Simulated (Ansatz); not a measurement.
**GaN: band gap under strain**

How does strain move the band edges of GaN (zincblende), and do the functionals agree on it? States: no strain; -3.0 % equal strain in all directions; -0.5 % strain along [111] alone.

Program: Ansatz 0.2.0. PAW datasets, plane waves. Spin-unpolarised throughout; all numbers are computed.

## 1. Starting point

The unstrained cell was relaxed with r2SCAN; in each strained cell the atoms were relaxed again with r2SCAN. Names of k-points are those of the unstrained zone, where strain can split equivalent points. First state: no strain.

It is cubic, F-43m (No. 216); conventional cell a = 4.498 Å, 11.37 Å³ an atom. Around Ga lie 4 N at 1.95 Å; around N lie 4 Ga at 1.95 Å.

The structure in full:

```
Ga N
1.0
     0.00000    2.24895    2.24895
     2.24895    0.00000    2.24895
     2.24895    2.24895    0.00000
Ga N
1 1
Direct
  0.00000 0.00000 0.00000
  0.25000 0.25000 0.25000
```

## 2. No strain: PBE

Input file input.yaml:

```yaml
crystal:
  lattice:
    - [0.0, 2.2489525487, 2.2489525487]
    - [2.2489525487, 0.0, 2.2489525487]
    - [2.2489525487, 2.2489525487, 0.0]
  atoms:
    - { symbol: Ga, position: [0.0, 0.0, 0.0] }
    - { symbol: "N", position: [0.25, 0.25, 0.25] }
kpoints:
  mp_grid: { grid: [10, 10, 10] }
  band_path:
    path:
      - [0.0, 0.0, 0.0]
      - [-0.5, -0.5, 0.0]
      - [-0.375, -0.375, 0.25]
      - [-0.375, 0.0, 0.375]
      - [0.0, 0.0, 0.5]
      - [-0.5, -0.25, 0.25]
    npoints: 1
hamiltonian:
  xc: pbe
scf:
  occupations: { method: fermi_dirac, width: 0.02 }
  n_extra_bands: 4
output:
  forces: true
  stress: true
  eigenvalues: true
  write_density: true
  write_potential: true
  elf: true
  volumetric_format: npy
```

Command:

```
ansatz run input.yaml --threads 4 --pin off --max-ram 4608MiB --backend cpu --events-out ev --progress --plain --runs-dir out
```

The runs that follow: No strain: r2SCAN; No strain: HSE06; No strain: G0W0@PBE; -3.0 % equal strain in all directions: PBE; -3.0 % equal strain in all directions: r2SCAN; -3.0 % equal strain in all directions: HSE06; -3.0 % equal strain in all directions: G0W0@PBE; -0.5 % strain along [111] alone: PBE; -0.5 % strain along [111] alone: r2SCAN; -0.5 % strain along [111] alone: HSE06; -0.5 % strain along [111] alone: G0W0@PBE.

**Question.** What will these runs give?

**Answer**, as computed:

Least gap in eV (negative: overlap), with the change from the unstrained cell in brackets. G0W0 is on its own coarse mesh.

```
                                state  volume change (%)           PBE        r2SCAN         HSE06          G0W0
                            no strain               +0.0          1.76          2.17          3.01          2.86
-3.0 % equal strain in all directions               -8.7  2.34 (+0.58)  2.78 (+0.61)  3.68 (+0.67)  3.63 (+0.77)
      -0.5 % strain along [111] alone               -0.5  1.77 (+0.01)  2.18 (+0.01)  3.02 (+0.01)  2.88 (+0.02)
```

What this shows: With HSE06, of the states in the table -3.0 % equal strain in all directions shifts the gap most, by +0.671 eV. PBE and HSE06 differ by 1.25 eV on the unstrained gap, and by at most 0.09 eV on its change: the two disagree on the size of the gap but agree on its response to strain. G0W0 values are finite-basis, finite-mesh values.
